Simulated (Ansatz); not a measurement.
# Eigenvalues along a path: CdS

```
CELL_PARAMETERS angstrom
0.00000 2.65823 2.65823
2.65823 0.00000 2.65823
2.65823 2.65823 0.00000
ATOMIC_POSITIONS crystal
Cd 0.00000 0.00000 0.00000
S 0.50000 0.50000 0.50000
```

The base volume is that of a database entry, so it needn't be at zero pressure; the structure needn't be the stable phase, at rest or compressed.

Level of theory: DFT with r²SCAN, scalar-relativistic, in Ansatz 0.2.0; a Γ-centred 9×9×9 k mesh, Fermi–Dirac smearing of 0.03 eV, no spin polarisation. PAW: frozen-core files, cutoff 500 eV.

This run: volume at 0.9 of the series' base cell.

The PAW files were made under PBE.

Path points, in fractions of the reciprocal vectors: Γ (0.000, 0.000, 0.000), X (0.500, 0.000, 0.500), U (0.625, 0.250, 0.625), K (0.375, 0.375, 0.750), L (0.500, 0.500, 0.500), W (0.500, 0.250, 0.750). The distance column jumps between branches of the path. Levels in eV from the valence-band top; bands 5 to 15, counted from the lowest band of the run. The gap is 0.74 eV, the pressure 7.50 GPa.

```
# k(1/Å) point b5 b6 b7 b8 b9 b10 b11 b12 b13 b14 b15
0.000 Γ -13.94 -8.09 -8.09 -8.09 -8.09 -8.09 -0.98 -0.98 -0.98 2.00 9.68
0.197 - -13.84 -8.16 -8.11 -8.08 -8.08 -8.08 -1.42 -1.07 -1.07 2.76 9.00
0.394 - -13.59 -8.30 -8.14 -8.06 -8.03 -8.03 -2.12 -1.33 -1.33 4.11 7.75
0.591 - -13.28 -8.32 -8.19 -8.03 -7.96 -7.96 -2.76 -1.71 -1.71 3.80 7.27
0.788 - -13.03 -8.24 -8.02 -7.99 -7.87 -7.87 -3.45 -2.12 -2.12 2.19 6.71
0.985 - -12.91 -8.28 -7.97 -7.79 -7.79 -7.36 -4.32 -2.44 -2.44 1.09 6.39
1.182 X -12.88 -8.29 -7.96 -7.76 -7.76 -6.84 -4.91 -2.56 -2.56 0.74 6.28
1.251 - -12.87 -8.29 -7.97 -7.76 -7.76 -6.86 -4.89 -2.64 -2.53 0.83 6.31
1.321 - -12.86 -8.28 -7.99 -7.78 -7.76 -6.89 -4.82 -2.84 -2.45 1.08 6.40
1.391 - -12.83 -8.27 -8.03 -7.82 -7.77 -6.95 -4.72 -3.12 -2.31 1.44 6.54
1.460 - -12.79 -8.26 -8.09 -7.86 -7.77 -7.02 -4.58 -3.41 -2.13 1.84 6.72
1.530 - -12.75 -8.25 -8.15 -7.90 -7.79 -7.12 -4.40 -3.68 -1.91 2.25 6.92
1.600 U -12.71 -8.25 -8.21 -7.95 -7.80 -7.23 -4.20 -3.91 -1.66 2.66 7.11
2.323 K -12.71 -8.25 -8.21 -7.95 -7.80 -7.23 -4.20 -3.91 -1.66 2.66 7.11
2.532 - -12.66 -8.36 -8.30 -8.07 -7.85 -7.56 -4.28 -3.49 -0.84 3.82 7.22
2.741 - -12.80 -8.43 -8.38 -8.14 -7.91 -7.74 -4.20 -2.70 -0.18 5.00 6.57
2.950 - -13.14 -8.39 -8.34 -8.16 -7.98 -7.86 -3.70 -1.97 -0.04 5.39 6.53
3.159 - -13.54 -8.28 -8.22 -8.14 -8.04 -7.97 -2.81 -1.41 -0.38 4.16 7.91
3.368 - -13.83 -8.15 -8.13 -8.11 -8.08 -8.06 -1.68 -1.08 -0.81 2.79 8.84
3.577 Γ -13.94 -8.09 -8.09 -8.09 -8.09 -8.09 -0.98 -0.98 -0.98 2.00 9.68
3.748 - -13.86 -8.12 -8.12 -8.10 -8.08 -8.08 -1.54 -0.92 -0.92 2.55 8.99
3.918 - -13.66 -8.20 -8.20 -8.13 -8.03 -8.03 -2.61 -0.76 -0.76 3.55 8.04
4.089 - -13.35 -8.31 -8.31 -8.20 -7.97 -7.97 -3.68 -0.52 -0.52 4.24 7.57
4.259 - -12.99 -8.41 -8.41 -8.30 -7.90 -7.90 -4.55 -0.27 -0.27 4.29 7.18
4.430 - -12.69 -8.48 -8.48 -8.42 -7.85 -7.85 -5.12 -0.08 -0.08 4.06 6.56
4.600 L -12.56 -8.51 -8.51 -8.48 -7.84 -7.84 -5.31 0.00 0.00 3.95 6.35
4.740 - -12.57 -8.49 -8.46 -8.45 -7.84 -7.83 -5.27 -0.37 -0.12 4.28 5.89
4.879 - -12.60 -8.46 -8.36 -8.32 -7.83 -7.81 -5.15 -1.17 -0.50 4.95 5.18
5.018 - -12.63 -8.41 -8.25 -8.18 -7.82 -7.70 -4.93 -2.07 -1.09 4.64 5.65
5.158 - -12.66 -8.36 -8.16 -8.12 -7.80 -7.47 -4.59 -2.89 -1.83 4.33 6.35
5.297 - -12.68 -8.32 -8.12 -8.11 -7.77 -7.21 -4.12 -3.49 -2.60 4.19 7.08
5.436 W -12.69 -8.30 -8.11 -8.11 -7.76 -7.09 -3.72 -3.72 -3.11 4.14 7.59
5.535 - -12.70 -8.27 -8.16 -8.04 -7.76 -7.08 -4.02 -3.42 -3.09 3.78 7.67
5.633 - -12.74 -8.21 -8.20 -7.96 -7.76 -7.04 -4.30 -3.15 -3.02 3.00 7.19
5.732 - -12.79 -8.25 -8.11 -7.89 -7.76 -6.99 -4.54 -2.91 -2.90 2.17 6.80
5.830 - -12.83 -8.27 -8.03 -7.82 -7.76 -6.92 -4.74 -2.76 -2.72 1.44 6.52
5.929 - -12.87 -8.29 -7.98 -7.77 -7.76 -6.87 -4.86 -2.62 -2.60 0.92 6.34
6.027 X -12.88 -8.29 -7.96 -7.76 -7.76 -6.84 -4.91 -2.56 -2.56 0.74 6.28
```
